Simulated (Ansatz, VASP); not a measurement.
# InGa2As2P: VASP beside Ansatz, part 2 of 2

Wanted: the spread between two codes on one cell, functional and k mesh. The cell is taken from a series of runs on this material, whose earlier steps may have relaxed, scaled, displaced or heated it; both programs get it as it stands.

VASP 6.6.1 and Ansatz 0.2.0.

So far: The starting structure; VASP: single point, PBEsol, spin-orbit coupling.

## (3) Ansatz: single point, PBEsol, spin-orbit coupling

Level of this step: Ansatz beside VASP: Kohn-Sham DFT, plane waves, PBEsol, spin-orbit coupling (Ansatz).

Ansatz runs on its PAW fully relativistic soft_1 files.

The same cell, functional, mesh and smearing now go to Ansatz, which takes its cutoff from its data sets.

input.yaml

```yaml
crystal:
  lattice:
    - [4.0538311989, 0.0, 0.0]
    - [0.0, 4.0469425135, 0.0]
    - [0.0, 0.0, 17.2224778449]
  atoms:
    - { symbol: In, position: [0.0, 0.0, 0.0484325628] }
    - { symbol: P, position: [0.5, 0.0, 0.1359450208] }
    - { symbol: In, position: [0.5, 0.5, 0.2238114049] }
    - { symbol: P, position: [0.0, 0.5, 0.3121398868] }
    - { symbol: Ga, position: [0.0, 0.0, 0.3867918789] }
    - { symbol: As, position: [0.5, 0.0, 0.4678000938] }
    - { symbol: Ga, position: [0.5, 0.5, 0.5489188677] }
    - { symbol: As, position: [0.0, 0.5, 0.6299707883] }
    - { symbol: Ga, position: [0.0, 0.0, 0.7112555819] }
    - { symbol: As, position: [0.5, 0.0, 0.7923020257] }
    - { symbol: Ga, position: [0.5, 0.5, 0.8737366578] }
    - { symbol: As, position: [0.0, 0.5, 0.9539022846] }
kpoints:
  mp_grid: { grid: [6, 6, 2] }
  band_path:
    path:
      - [0.0, 0.0, 0.0]
      - [0.5, 0.0, 0.0]
      - [0.5, 0.5, 0.0]
      - [0.0, 0.5, 0.0]
      - [0.0, 0.0, 0.5]
      - [0.5, 0.0, 0.5]
      - [0.5, 0.5, 0.5]
      - [0.0, 0.5, 0.5]
    npoints: 1
hamiltonian:
  xc: pbesol
  pseudopotentials: { kind: paw_fr, azcp: { folder: soft_1 }, xc_functional: pbe }
scf:
  occupations: { method: fermi_dirac, width: 0.02 }
  n_extra_bands: 16
magnetization:
  noncollinear: true
  spin_orbit: true
output:
  eigenvalues: true
```

Run with:

```bash
$ ansatz run input.yaml --threads 3 --pin off --max-ram 92160MiB --backend cuda --events-out ev --progress --plain --runs-dir out --devices 1 --max-vram 13GiB
```

Numbers of over 12 decimals in the logs are rounded to 6 here.

What it wrote:

```text
scf.n_extra_bands = 16 over 148 filled bands (N_el = 148.0): the run solves 164 bands
GPUs: using 1 of 1 available (devices: 1).
Engine: ansatz 0.2.0, x86_64-unknown-linux-gnu
Pseudopotentials: kind: paw_fr
Pseudopotential: In, paw, valence charge 13, recommended cutoff 420 eV (normal), soft_1/In.paw.azcp
Pseudopotential: P, paw, valence charge 5, recommended cutoff 420 eV (normal), soft_1/P.paw.azcp
Pseudopotential: Ga, paw, valence charge 13, recommended cutoff 420 eV (normal), soft_1/Ga.paw.azcp
Pseudopotential: As, paw, valence charge 15, recommended cutoff 420 eV (normal), soft_1/As.paw.azcp
Functional definition: PBEsol
  exchange = pbesol_x
  correlation = pbesol_c
non-collinear run that drives no moment, with spin-orbit: no starting moment large enough to seed its density (crystal.atoms[].spin), no starting occupations that ask for one, no magnetisation constraint and no magnetic field, so the semilocal B_xc is pinned to zero
device memory: the entry about to start is reckoned to put 9.2 GiB on a device that reports 57.7 GiB free (of which the cap on the GPU budget leaves the run 13.0 GiB)
GPU FFT provider: cuFFT
GPU libraries: cuBLAS 13.8.2, cuFFT 12.4.0, cuSOLVER 12.3.4
Crystal: 12 atoms, lattice volume = 282.545 Å³
Basis set: ecut = 420 eV, 5545 PW (Γ)
Bands: 164, of which v1, the nominal top of the filled ones, is band 148 counted from 1 (147 counted from 0)
Symmetry: 4 space group operations + 4 with time reversal
Magnetic group: BNS 25.58 (UNI 156), of the structure as read, at distance tolerance 6.6e-5 Å
k-points: 32 of 72
Projection manifold: j_resolved (fully-relativistic pseudo-atomic orbitals)
Non-local potential: In, projectors of the file, resolved by j, l = 0: 2, l = 1: 4, l = 2: 4, l = 3: 2
Non-local potential: P, projectors of the file, resolved by j, l = 0: 2, l = 1: 4, l = 2: 2
Non-local potential: Ga, projectors of the file, resolved by j, l = 0: 2, l = 1: 4, l = 2: 6, l = 3: 2
Non-local potential: As, projectors of the file, resolved by j, l = 0: 2, l = 1: 4, l = 2: 6, l = 3: 2
PAW form: soft (Blöchl's): semilocal exchange-correlation on the pseudo side does not see the compensation charge
PAW frozen core: In, regenerated for the run's functional, and the local potential with it (the file was generated under x = pbe(κ = 0.804, μ = 0.219515), c = pbe(β = 0.066725))
PAW frozen core: P, regenerated for the run's functional, and the local potential with it (the file was generated under x = pbe(κ = 0.804, μ = 0.219515), c = pbe(β = 0.066725))
PAW frozen core: Ga, regenerated for the run's functional, and the local potential with it (the file was generated under x = pbe(κ = 0.804, μ = 0.219515), c = pbe(β = 0.066725))
PAW frozen core: As, regenerated for the run's functional, and the local potential with it (the file was generated under x = pbe(κ = 0.804, μ = 0.219515), c = pbe(β = 0.066725))
PAW one-centre angular grid: In, 590 points (default); XC on 64 Gauss nodes
PAW one-centre angular grid: P, 110 points (default); XC on 64 Gauss nodes
PAW one-centre angular grid: Ga, 590 points (default); XC on 64 Gauss nodes
PAW one-centre angular grid: As, 590 points (default); XC on 96 Gauss nodes
Initial density: superposition of atomic densities (chi_scale 0.1, normalization cell, long waves kept (reshape's long-wave potential 0.96 eV rms))
Initial wavefunctions: pseudopotential atomic-orbital guess
GPU buffer pool allocated for 108000 grid points (all kernels)
GPU transforms: local potential and band sums: pruned to the plane-wave sphere, on 27×27×120
Functional: x = pbesol(κ = 0.804, μ = 0.123457), c = pbesol(β = 0.046)
SCF iter   1: F=—  HF=-46765.535610 eV  |F-HF|=—  |Δ(HF+E_count)|=         —  Δρ=3.94e-2  dr2=1.19e1  dr2_m=0.00e0 (ungated)  ethr=3.10e-3  |M|=0.00e0 ∫|m|=0.00e0 μB  |m|>n=0.0e0 m-floor=0.0e0 τ_xc=0.0e0  β_m=0.30  ⟨swp⟩=7.1  Hψ=27605  notcnv=0  defer=8
preconditioner: auto → Resta (q_TF=auto, 2.450 Å⁻¹)  ε∞=4.2  [insulator: Δε(μ)=0.081 eV  Ē_g=12.863 eV  σ=0.020 eV  W_gap=0.77  n_scr=76 (ndim 8)  ℏωp=23.0 eV  f_vac=0.000  D(μ)=0.35/eV (n_scr^D=2)  ε∞_Penn≈4.2]
spin=Noncollinear: Resta preconditioning applied to the charge; magnetization (m_x, m_y, m_z) channels mix plain (no charge-response kernel on spin).
SCF iter   2: F=—  HF=-46764.257319 eV  |F-HF|=—  |Δ(HF+E_count)|=    1.28e0  Δρ=2.89e-2  dr2=2.35e0  dr2_m=0.00e0 (ungated)  ethr=3.10e-3  |M|=0.00e0 ∫|m|=0.00e0 μB  |m|>n=0.0e0 m-floor=0.0e0 τ_xc=0.0e0  β_m=0.46  ⟨swp⟩=2.3  Hψ=6615  notcnv=0  defer=253
SCF iter   3: F=—  HF=-46763.850324 eV  |F-HF|=—  |Δ(HF+E_count)|=   4.07e-1  Δρ=1.29e-2  dr2=3.99e-1  dr2_m=0.00e0 (ungated)  ethr=1.59e-3  |M|=0.00e0 ∫|m|=0.00e0 μB  |m|>n=0.0e0 m-floor=0.0e0 τ_xc=0.0e0  β_m=0.63  ⟨swp⟩=2.2  Hψ=6586  notcnv=0  defer=290
[...]
SCF iter  11: F=-46763.775839 eV  HF=-46763.775839 eV  |F-HF|=1.17e-8  |Δ(HF+E_count)|=   4.06e-9  Δρ=2.05e-6  dr2=1.44e-8  dr2_m=0.00e0 (ungated)  ethr=6.76e-11  |M|=0.00e0 ∫|m|=0.00e0 μB  |m|>n=0.0e0 m-floor=0.0e0 τ_xc=0.0e0  ⟨swp⟩=11.6  Hψ=22290  notcnv=0
SCF 1 converged in 11 iterations: F = -46763.775839 eV  dr2 = 1.44e-8
  greatest PAW one-centre occupation: 0.999 electrons in one spin orbital (limit 2), on the As atom at site 7 (counted from 0), in its partial waves of l = 2
device memory: the entry about to start is reckoned to put 5.3 GiB on a device that reports 49.8 GiB free (of which the cap on the GPU budget leaves the run 13.0 GiB)
NSCF: frozen V_eff on 8 k-points
SCF converged after 11 iterations
Magnetization: |M| = 0.0000 μB,  M = (+0.0000, +0.0000, +0.0000) μB
Absolute magnetization: 0.0000 μB (∫|m|)
  site 0: m = (+0.0000, +0.0000, +0.0000) μB, |m| = 0.0000 μB  (R = 1.04 Å)
  site 1: m = (+0.0000, +0.0000, +0.0000) μB, |m| = 0.0000 μB  (R = 1.04 Å)
  site 2: m = (+0.0000, +0.0000, +0.0000) μB, |m| = 0.0000 μB  (R = 1.04 Å)
  site 3: m = (+0.0000, +0.0000, +0.0000) μB, |m| = 0.0000 μB  (R = 0.99 Å)
  site 4: m = (+0.0000, +0.0000, +0.0000) μB, |m| = 0.0000 μB  (R = 0.99 Å)
  site 5: m = (+0.0000, +0.0000, +0.0000) μB, |m| = 0.0000 μB  (R = 1.01 Å)
  site 6: m = (+0.0000, +0.0000, +0.0000) μB, |m| = 0.0000 μB  (R = 1.01 Å)
  site 7: m = (+0.0000, +0.0000, +0.0000) μB, |m| = 0.0000 μB  (R = 1.01 Å)
  site 8: m = (+0.0000, +0.0000, +0.0000) μB, |m| = 0.0000 μB  (R = 1.01 Å)
  site 9: m = (+0.0000, +0.0000, +0.0000) μB, |m| = 0.0000 μB  (R = 1.02 Å)
  site 10: m = (+0.0000, +0.0000, +0.0000) μB, |m| = 0.0000 μB  (R = 1.01 Å)
  site 11: m = (+0.0000, +0.0000, +0.0000) μB, |m| = 0.0000 μB  (R = 1.01 Å)
Free energy (F): -46763.775839 eV
Harris-Foulkes:  -46763.775839 eV  (|F-HF|=1.17e-8)
Internal energy: -46763.775825 eV  (E = F + TS)
E sigma→0 (E₀):  -46763.775832 eV
Entropy (-TS):   -0.000013 eV (-0.001 meV/atom)
Fermi energy:    7.731828 eV
--- Per-component energies (eV) ---
  E_band       = -1416.101467
  E_kinetic    = 1414.448957
  E_local      = -21582.141382  (includes V_loc(G=0)·N_el)
  E_nonlocal   = -1211.590105
  E_hartree    = 11719.410292
  E_xc         = -958.282314
  E_vxc        = -819.814244  (∫ρ·V_xc dr)
  E_paw        = -25063.851641  (= ΣΔE_a)
  E_vpaw       = -2655.820501  (= ΣTr[D̂ρ^β])
  E_aug_tail   = -0.000584  (compensation charges beyond the density's cutoff)
  E_ewald      = -11089.680838
  E_core_change = 7.911791  (= ΣΔE_core)
  E_smearing   = -0.000013  (= −TS)
  E_closure    = -0.000000  (closes the sum)
  Σ components = -46763.775839   (vs F -46763.775839, Δ=0.00e0)
--- Band table (eV; the first three rows and the last of 32) ---
  k-point 0: bands = [... 144 lower, 7.5025, 7.5025, 7.6026, 7.6026, 7.8608, 7.8608, 8.7661, 8.7661, ... 12 higher]
  k-point 1: bands = [... 144 lower, 7.2276, 7.2276, 7.4126, 7.4126, 8.6631, 8.6631, 8.8319, 8.8319, ... 12 higher]
  k-point 2: bands = [... 144 lower, 6.8799, 6.8962, 7.3361, 7.3458, 9.0976, 9.1038, 9.1708, 9.1748, ... 12 higher]
  k-point 31: bands = [... 144 lower, 4.7685, 4.7685, 4.7806, 4.7806, 9.2471, 9.2471, 9.3187, 9.3187, ... 12 higher]
```

## (4) Side by side

Known differences besides the potentials themselves: spin-orbit coupling enters by fully relativistic files in Ansatz and inside the spheres in VASP; the data sets hold 148 valence electrons in Ansatz (on its PAW fully relativistic soft_1 files) and 108 in VASP; the cutoff is 420 eV in Ansatz and 400 eV in VASP; Ansatz makes its cores anew for this functional, VASP keeps those of its PBE data sets. Total energies have different zeros and are not compared.

The two programs side by side:

```csv
quantity,Ansatz,VASP,difference
gap on the k mesh (eV),0.258,0.264,-0.005
```

A gap on the mesh is an upper bound, since the band edges may lie between its points.

## (5) What came out

| Property | Result |
| --- | --- |
| difference in gap on the k mesh (single point, PBEsol, spin-orbit coupling) | -0.0054 eV |

The difference in gap on the k mesh is -0.0054 eV (single point, PBEsol, spin-orbit coupling), within the 0.08 eV picked in this series as the mark of a large difference. The data sets hold unlike numbers of valence electrons (148 in Ansatz and 108 in VASP), so part of the differences comes from the potentials. Such differences can come from data sets, numerical settings and the points named under the comparisons, not from the functional's error against experiment.

[Lines on the potential files, build, host, timing and source positions are cut from VASP's logs without a mark.]

[Logs are printed without paths, hosts, clocks, repeated set-up lines and the standing remarks that a program may print on its own settings, such as how far it seeks lower states.]

[Hosts, paths, dates, database ids (printed as entryN), source tags and the programs' standing remarks are cut or masked in the printed files.]
